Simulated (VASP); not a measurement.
## CdS (Greenockite): band structure with TB-mBJ

**What was measured.**

From “Isotope dependence of band-gap energy”, 2008, arxiv:0807.2152, for a bulk crystal of CdS: band gap 2.5809 ± 0.0002 eV.

The system is CdS (Greenockite).

```
Cd S
1.0
     4.15000    0.00000    0.00000
    -2.07500    3.59401    0.00000
     0.00000    0.00000    6.73700
Cd S
2 2
Cartesian
  2.0750 1.1980 3.3685
  0.0000 2.3960 0.0000
  2.0750 1.1980 5.8949
  0.0000 2.3960 2.5264
```

```yaml
Program: VASP 6.6.1
Task: band structure
Functional: TB-mBJ
Potentials_or_basis: VASP PAW PBE potentials, release 64 (Cd, S)
Cutoff: 520 eV
k_mesh: 7 × 7 × 4
Occupations: fermi-dirac, width 0.05 eV
Spin: no spin polarisation
Further_INCAR_settings: ALGO = Normal; EDIFF = 1e-07
```

```
Band gap on the k mesh  : 2.71 eV, direct
Band gap along the path : 2.71 eV, direct
```

Levels at the corners of the path, in eV from the valence-band top:
```csv
point,band 16,band 17,band 18,band 19,band 20,band 21
Γ,-0.03,0.00,0.00,2.71,4.15,7.64
M,-1.64,-1.08,-0.64,4.93,5.12,6.21
M,-1.64,-1.08,-0.64,4.93,5.12,6.21
K,-1.59,-1.59,-1.38,5.86,6.17,6.17
K,-1.59,-1.59,-1.38,5.86,6.17,6.17
Γ,-0.03,0.00,0.00,2.71,4.15,7.64
Γ,-0.03,0.00,0.00,2.71,4.15,7.64
A,-0.34,-0.34,-0.34,4.16,4.16,7.35
A,-0.34,-0.34,-0.34,4.16,4.16,7.35
L,-1.16,-1.15,-1.15,4.78,4.78,6.49
L,-1.16,-1.15,-1.15,4.78,4.78,6.49
H,-2.06,-0.98,-0.98,5.60,5.60,7.24
H,-2.06,-0.98,-0.98,5.60,5.60,7.24
A,-0.34,-0.34,-0.34,4.16,4.16,7.35
L,-1.16,-1.15,-1.15,4.78,4.78,6.49
M,-1.64,-1.08,-0.64,4.93,5.12,6.21
K,-1.59,-1.59,-1.38,5.86,6.17,6.17
H,-2.06,-0.98,-0.98,5.60,5.60,7.24
```

It took 5.6 min on 1 thread of Intel(R) Xeon(R) Platinum 8259CL CPU @ 2.50GHz (Skylake/Cascade Lake), on a shared host, peak memory 0.25 GiB.

A measured gap of CdS is 2.5809 eV (quoted in “Isotope dependence of band-gap energy”, 2008, arxiv:0807.2152); the calculated 2.71 eV misses it by +0.13 eV. Spin-orbit coupling on Cd is left out. The value is that of TB-mBJ, without temperature or zero-point motion.
